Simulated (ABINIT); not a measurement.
Crystal: Co.

```xyz
2
Lattice="2.4720 0.0000 0.0000 -1.2360 2.1408 0.0000 0.0000 0.0000 4.0211" Properties=species:S:1:pos:R:3 pbc="T T T"
Co    1.2360    0.7136    3.0159
Co    0.0000    1.4272    1.0053
```

* Program: ABINIT 10.8.3 (patched build)
* Task: relaxation of cell and atoms
* Functional: PBEsol
* Potentials or basis: PseudoDojo NC SR PBEsol v0.4.1 standard
* Cutoff: 1306 eV
* k mesh: 9 × 9 × 5
* Occupations: fermi-dirac, width 0.05 eV
* Spin: collinear spin, ferromagnetic start
* Starting moments: [2.0, 2.0] μB

At the start: pressure -6.9 GPa; volume 10.64 Å³/atom.

**Question.** How do energy, volume and symmetry change on relaxing?

**Answer.** Over 6 steps the energy falls by 6.8 meV/atom and the volume is 10.34 Å³/atom (-2.9 %); space group P6_3/mmc (No. 194, to 0.05 Å); moment 3.05 μB per cell.

The path:
```
step  energy change (eV)  largest force (eV/Å)  pressure (GPa)  volume (Å³)
   1              0.0000                0.0000           -6.86        21.28
   2             -0.0124                0.0000           -1.98        20.84
   3             -0.0135                0.0000            0.12        20.66
   4             -0.0136                0.0000            0.03        20.67
   5             -0.0136                0.0000           -0.01        20.67
   6             -0.0136                0.0000            0.00        20.67
```

Final structure:
```
Co
1.0
     2.45117    0.00000    0.00000
    -1.22559    2.12278    0.00000
     0.00000    0.00000    3.97271
Co
2
Direct
  0.66667 0.33333 0.75000
  0.33333 0.66667 0.25000
```
